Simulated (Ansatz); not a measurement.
# MoS2 in Ansatz: band structure with r2SCAN

Aim: the band structure of MoS2 with r2SCAN.

Everything below comes from runs of Ansatz 0.2.0. Logs are shortened: lines on timing, memory, paths and dates and some standing lists are left out, and cuts for length are marked.

## 1. The structure

The cell holds a slab with vacuum, 9 atoms: a = 3.184 Å, b = 3.184 Å, c = 28.387 Å, α = 90.00°, β = 90.00°, γ = 120.00°.

## 2. Band structure, r2SCAN

input.yaml reads:

```yaml
crystal:
  lattice:
    - [3.1840155185, 0.0, 0.0]
    - [-1.5920077592, 2.757438325, 0.0]
    - [0.0, 0.0, 28.3873198]
  atoms:
    - { symbol: Mo, position: [0.3333333333, 0.6666666667, 0.22816477] }
    - { symbol: Mo, position: [0.3333333333, 0.6666666667, 0.77183523] }
    - { symbol: Mo, position: [0.6666666667, 0.3333333333, 0.0] }
    - { symbol: S, position: [0.6666666667, 0.3333333333, 0.17349309] }
    - { symbol: S, position: [0.6666666667, 0.3333333333, 0.71718751] }
    - { symbol: S, position: [0.3333333333, 0.6666666667, 0.94533412] }
    - { symbol: S, position: [0.6666666667, 0.3333333333, 0.28281249] }
    - { symbol: S, position: [0.6666666667, 0.3333333333, 0.82650691] }
    - { symbol: S, position: [0.3333333333, 0.6666666667, 0.05466588] }
hamiltonian:
  xc: r2scan
  pseudopotentials: { kind: paw }
kpoints:
  mp_grid: { grid: [10, 10, 1] }
  band_path:
    path:
      - [[0.0, 0.0, 0.0], [0.5, 0.0, 0.0], [0.3333333333, 0.3333333333, 0.0], [0.0, 0.0, 0.0], [0.0, 0.0, 0.5], [0.5, 0.0, 0.5], [0.3333333333, 0.3333333333, 0.5], [0.0, 0.0, 0.5]]
      - [[0.5, 0.0, 0.5], [0.5, 0.0, 0.0]]
      - [[0.3333333333, 0.3333333333, 0.0], [0.3333333333, 0.3333333333, 0.5]]
    npoints: 10
scf:
  occupations: { method: fermi_dirac, width: 0.05 }
  n_extra_bands: 22
output:
  forces: true
  stress: true
  eigenvalues: true
  fatbands: true
```

Potentials or basis: Ansatz PAW.

On the command line:

```bash
> ansatz run input.yaml --threads 4 --pin off --max-ram 11264MiB --backend cpu --events-out ev --progress --plain --runs-dir out
```

Output:

```text
Warning: RAYON_NUM_THREADS=4 ignored (pool sized by the plan → 4); use --threads N
scf.n_extra_bands = 22 over 39 filled bands (N_el = 78.0): the run solves 61 bands
Engine: ansatz 0.2.0, aarch64-unknown-linux-gnu
Pseudopotentials: kind: paw
Pseudopotential: Mo, paw, valence charge 14, recommended cutoff 500 eV (meta_gga), Mo.paw.azcp
Pseudopotential: S, paw, valence charge 6, recommended cutoff 500 eV (meta_gga), S.paw.azcp
Functional definition: r2SCAN
  parameter k0 = 0.174
  parameter k1 = 0.065
  parameter a1 = 4.9479
  exchange = r2scan_x(k0 = k0, k1 = k1, a1 = a1)
  correlation = r2scan_c
Crystal: 9 atoms, lattice volume = 249.233 Å³
Basis set: ecut = 500 eV, 6325 PW (Γ), exchange–correlation on 96×96×864 points (64 copies of the dense FFT grid, shifted against one another)
Bands: 61, of which v1, the nominal top of the filled ones, is band 39 counted from 1 (38 counted from 0)
Symmetry: 12 space group operations
Space group: P-6m2 (ITA 187), of the structure as read, at distance tolerance 6.3e-5 Å
k-points: 14 of 100 (time reversal used)
Non-local potential: Mo, projectors of the file, l = 0: 3, l = 1: 2, l = 2: 2, l = 3: 1
Non-local potential: S, projectors of the file, l = 0: 2, l = 1: 2, l = 2: 2
PAW form: soft (Blöchl's): semilocal exchange-correlation on the pseudo side does not see the compensation charge
PAW frozen core: Mo, regenerated for the run's functional (the file was generated under x = pbe(κ = 0.804, μ = 0.2195149727645171), c = pbe(β = 0.06672455060314922))
PAW frozen core: S, regenerated for the run's functional (the file was generated under x = pbe(κ = 0.804, μ = 0.2195149727645171), c = pbe(β = 0.06672455060314922))
PAW one-centre angular grid: Mo, 590 points (default); XC on 160 Gauss nodes
PAW one-centre angular grid: S, 302 points (default); XC on 160 Gauss nodes
Initial density: superposition of atomic densities (neutral atoms: chi_scale 0, normalization atom), corrected by the library's trained network
Initial wavefunctions: pseudopotential atomic-orbital guess
Functional: x = r2scan, c = r2scan; τ floored in thin density (d = 2e-4 eV/Å³)
SCF iter   1: F=—  HF=-20346.313746 eV  |F-HF|=—  |Δ(HF+E_count)|=         —  Δρ=8.00e-3  dr2=2.19e-1  dr2_τ=1.52e-1  ethr=1.77e-3  ⟨swp⟩=8.9  Hψ=4645  notcnv=0  defer=58
preconditioner: auto → Resta (q_TF=auto, 2.248 Å⁻¹)  ε∞=3.5  [insulator: Δε(μ)=1.371 eV  Ē_g=11.010 eV  σ=0.050 eV  W_gap=1.00  n_scr=20 (ndim 8)  ℏωp=17.3 eV  f_vac=0.331  D(μ)=0.00/eV (n_scr^D=0)  ε∞_Penn≈3.5  vacuum switching on, ρ_ref=8.8e-3 e/Å³]
SCF iter   2: F=—  HF=-20346.440299 eV  |F-HF|=—  |Δ(HF+E_count)|=   1.27e-1  Δρ=4.69e-3  dr2=7.21e-2  dr2_τ=1.13e-2  ethr=2.80e-4  ⟨swp⟩=3.4  Hψ=1647  notcnv=0  defer=140
SCF iter   3: F=—  HF=-20346.438113 eV  |F-HF|=—  |Δ(HF+E_count)|=   2.19e-3  Δρ=2.89e-3  dr2=9.05e-3  dr2_τ=6.74e-4  ethr=9.24e-5  ⟨swp⟩=2.3  Hψ=1038  notcnv=0  defer=140
SCF iter   4: F=—  HF=-20346.444676 eV  |F-HF|=—  |Δ(HF+E_count)|=   6.56e-3  Δρ=6.49e-4  dr2=1.83e-3  dr2_τ=6.97e-5  ethr=1.16e-5  ⟨swp⟩=2.9  Hψ=1399  notcnv=0  defer=140
SCF iter   5: F=—  HF=-20346.444969 eV  |F-HF|=—  |Δ(HF+E_count)|=   2.93e-4  Δρ=2.02e-4  dr2=3.35e-4  dr2_τ=2.10e-5  ethr=2.35e-6  ⟨swp⟩=2.4  Hψ=1012  notcnv=0  defer=140
SCF iter   6: F=—  HF=-20346.444970 eV  |F-HF|=—  |Δ(HF+E_count)|=   8.19e-7  Δρ=6.71e-5  dr2=2.30e-5  dr2_τ=4.12e-7  ethr=4.30e-7  ⟨swp⟩=1.9  Hψ=786  notcnv=0  defer=140
SCF iter   7: F=—  HF=-20346.445201 eV  |F-HF|=—  |Δ(HF+E_count)|=   2.31e-4  Δρ=1.59e-5  dr2=6.26e-7  dr2_τ=2.89e-8  ethr=2.95e-8  ⟨swp⟩=2.4  Hψ=1283  notcnv=0  defer=140
SCF iter   8: F=—  HF=-20346.445202 eV  |F-HF|=—  |Δ(HF+E_count)|=   1.07e-6  Δρ=5.13e-6  dr2=1.51e-7  dr2_τ=1.11e-8  ethr=1.28e-10  ⟨swp⟩=17.0  Hψ=5726  notcnv=0
SCF iter   9: F=-20346.445202 eV  HF=-20346.445202 eV  |F-HF|=7.90e-8  |Δ(HF+E_count)|=   2.19e-8  Δρ=3.83e-6  dr2=9.30e-8  dr2_τ=8.52e-9  ethr=1.28e-10  ⟨swp⟩=8.7  Hψ=3325  notcnv=0
SCF 1 converged in 9 iterations: F = -20346.445202 eV  dr2 = 9.30e-8
NSCF: frozen V_eff on 93 k-points
SCF converged after 9 iterations
Free energy (F): -20346.445202 eV
Harris-Foulkes:  -20346.445202 eV  (|F-HF|=7.90e-8)
Internal energy: -20346.445202 eV  (E = F + TS)
E sigma→0 (E₀):  -20346.445202 eV
Entropy (-TS):   -0.000000 eV (-0.000 meV/atom)
Fermi energy:    5.423292 eV
--- Per-component energies (eV) ---
  E_band       = -976.387451
  E_kinetic    = 1962.752760
  E_local      = -40609.245039  (includes V_loc(G=0)·N_el)
  E_nonlocal   = 595.195468
  E_hartree    = 19398.497976
  E_xc         = -1087.129004
  E_vxc        = -1337.295396  (∫ρ·V_xc dr)
  E_paw        = -13307.425315  (= ΣΔE_a)
  E_vpaw       = -462.334669  (= ΣTr[D̂ρ^β])
  E_aug_tail   = 0.000027  (compensation charges beyond the density's cutoff)
  E_vtau       = 77.547883  (kinetic-family band-sum trace: ∫τ·v_τ [+ j·A + Jᵃ·Aᵃ] dr)
  E_ewald      = 12702.230137
  E_core_change = -1.322212  (= ΣΔE_core)
  E_smearing   = -0.000000  (= −TS)
  E_closure    = 0.000000  (closes the sum)
  Σ components = -20346.445202   (vs F -20346.445202, Δ=0.00e0)
--- Forces (eV/Å), atoms counted from 1 ---
  atom   1  Mo     0.00000000     0.00000000     0.00158423
  atom   2  Mo     0.00000000    -0.00000000    -0.00158423
  atom   3  Mo    -0.00000000     0.00000000     0.00000000
  atom   4  S      0.00000000    -0.00000000    -0.01554518
  atom   5  S      0.00000000    -0.00000000    -0.01673271
  atom   6  S      0.00000000     0.00000000    -0.01684938
  atom   7  S     -0.00000000    -0.00000000     0.01673271
  atom   8  S     -0.00000000    -0.00000000     0.01554518
  atom   9  S      0.00000000     0.00000000     0.01684938
  max |Σ_I F_I| component: 4.16e-17 eV/Å
--- Stress (GPa, compression-positive) ---
        0.040796       0.000000       0.000000
        0.000000       0.040796       0.000000
        0.000000       0.000000       0.121244
  P = ⅓ Tr σ = 0.0676 GPa (0.676 kbar)
--- Band table (eV; the first three rows and the last of 14) ---
  k-point 0: bands = ["-58.5148", "-58.5144", "-58.5144", "-31.9102", "-31.9096", "-31.9096", "-31.7025", "-31.7025", "-31.7021", "-31.7021", "-31.7021", "-31.7021", "-10.5292", "-10.4801", "-10.4328", "-9.1522", "-9.0659", "-8.9876", "-1.7973", "-1.5629", "-1.3176", "1.4996", "1.4996", "1.5026", "1.5026", "1.5043", "1.5043", "1.9151", "2.4356", "2.6491", "2.6491", "2.6576", "2.6576", "2.6644", "2.6644", "3.0430", "4.1468", "4.5176", "4.7999", "7.2493", "7.2493", "7.2564", "7.2564", "7.2606", "7.2606", "7.4871", "7.4871", "7.5203", "7.5203", "7.5474", "7.5474", "10.3207", "10.7081", "11.0039", "11.0898", "11.1488", "12.1785", "13.4504", "13.7417", "13.9583", "14.0504"]
  k-point 1: bands = ["-58.5109", "-58.5105", "-58.5105", "-31.9024", "-31.9017", "-31.9017", "-31.7413", "-31.7409", "-31.7409", "-31.7113", "-31.7109", "-31.7109", "-10.3760", "-10.3274", "-10.2805", "-9.0888", "-9.0062", "-8.9316", "-1.6269", "-1.3951", "-1.1506", "1.1768", "1.1814", "1.1860", "1.4753", "1.6558", "1.6602", "1.6632", "1.7787", "1.9926", "2.4128", "2.4226", "2.4306", "2.8979", "3.0780", "3.4160", "4.1060", "4.3981", "4.5966", "7.0977", "7.1044", "7.1303", "7.1380", "7.2051", "7.2623", "7.3079", "7.3451", "7.3813", "7.5057", "7.5229", "7.5327", "10.5340", "10.9662", "11.6684", "11.7608", "11.7761", "12.3878", "13.5587", "13.8567", "14.2721", "14.5469"]
  k-point 2: bands = ["-58.5006", "-58.5003", "-58.5003", "-31.8818", "-31.8812", "-31.8812", "-31.8420", "-31.8416", "-31.8416", "-31.7342", "-31.7338", "-31.7338", "-9.9513", "-9.9049", "-9.8600", "-8.9134", "-8.8416", "-8.7778", "-1.2389", "-1.0293", "-0.8067", "0.5072", "0.5243", "0.5597", "0.7801", "0.9828", "1.1228", "1.8991", "1.9107", "1.9210", "2.0756", "2.0845", "2.0912", "2.8887", "3.0842", "3.3458", "3.8246", "3.9220", "3.9744", "6.5604", "6.7338", "6.9477", "6.9486", "6.9903", "7.0295", "7.1555", "7.3017", "7.3996", "8.0313", "8.0680", "8.0980", "11.1078", "11.5163", "12.6087", "12.8811", "12.9928", "13.2634", "13.9191", "13.9535", "14.3502", "14.4047"]
  k-point 13: bands = ["-58.4693", "-58.4690", "-58.4690", "-32.0177", "-32.0173", "-32.0173", "-31.9293", "-31.9288", "-31.9288", "-31.8189", "-31.8182", "-31.8182", "-8.3269", "-8.3159", "-8.3080", "-8.2132", "-8.2018", "-8.1953", "-1.2845", "-1.2543", "-1.2265", "-0.7661", "-0.7244", "-0.6989", "0.3020", "0.3258", "0.3458", "0.5968", "0.6407", "0.7297", "1.1030", "1.2430", "1.2998", "2.1143", "2.1751", "2.2659", "4.1280", "4.1595", "4.1884", "6.1784", "6.1952", "6.2091", "7.4026", "7.6273", "7.8537", "7.8636", "7.9523", "7.9779", "9.3262", "9.4252", "9.5230", "11.5572", "11.9104", "12.0996", "12.5748", "12.7321", "12.9645", "14.2123", "14.2623", "14.4828", "15.3340"]
```

Wall time 1.8 min (4 threads of Arm Neoverse V1, shared host); peak memory 1.6 GiB.

Results:

* Free energy: -20346.4452 eV
* Largest force: 0.017 eV/Å
* Band gap on the k mesh: 1.38 eV, indirect (least direct gap 1.99 eV)
* Band gap along the path: 1.25 eV, indirect (least direct gap 1.73 eV)

Forces on the atoms (eV/Å):
```
Mo   0.000  0.000  0.002
Mo   0.000  0.000 -0.002
Mo   0.000  0.000  0.000
S    0.000  0.000 -0.016
S    0.000  0.000 -0.017
S    0.000  0.000 -0.017
S    0.000  0.000  0.017
S    0.000  0.000  0.016
S    0.000  0.000  0.017
```

Stress tensor (GPa, compression positive):
```
0.04 0.00 0.00
0.00 0.04 0.00
0.00 0.00 0.12
```

Levels at the corners of the path, in eV from the valence-band top:
```csv
point,band 36,band 37,band 38,band 39,band 40,band 41,band 42,band 43
Γ,-1.76,-0.65,-0.28,0.00,2.45,2.45,2.46,2.46
M,-1.57,-1.16,-1.13,-1.11,1.87,1.88,1.89,2.35
K,-2.71,-0.55,-0.52,-0.49,1.25,1.25,1.25,2.56
Γ,-1.76,-0.65,-0.28,0.00,2.45,2.45,2.46,2.46
A,-1.76,-0.65,-0.28,0.00,2.45,2.45,2.46,2.46
L,-1.57,-1.16,-1.13,-1.11,1.87,1.88,1.89,2.35
H,-2.71,-0.55,-0.52,-0.49,1.25,1.25,1.25,2.56
A,-1.76,-0.65,-0.28,0.00,2.45,2.45,2.46,2.46
L,-1.57,-1.16,-1.13,-1.11,1.87,1.88,1.89,2.35
M,-1.57,-1.16,-1.13,-1.11,1.87,1.88,1.89,2.35
K,-2.71,-0.55,-0.52,-0.49,1.25,1.25,1.25,2.56
H,-2.71,-0.55,-0.52,-0.49,1.25,1.25,1.25,2.56
```

Caveat: the k mesh misses the band edges, so the gap on the mesh is wider than the one along the path; the PAW data sets come from PBE, with cores solved anew for the run's functional, which leaves a small shift of forces and pressure. r2SCAN opens gaps a little over a GGA but as a rule still falls short of measured ones.
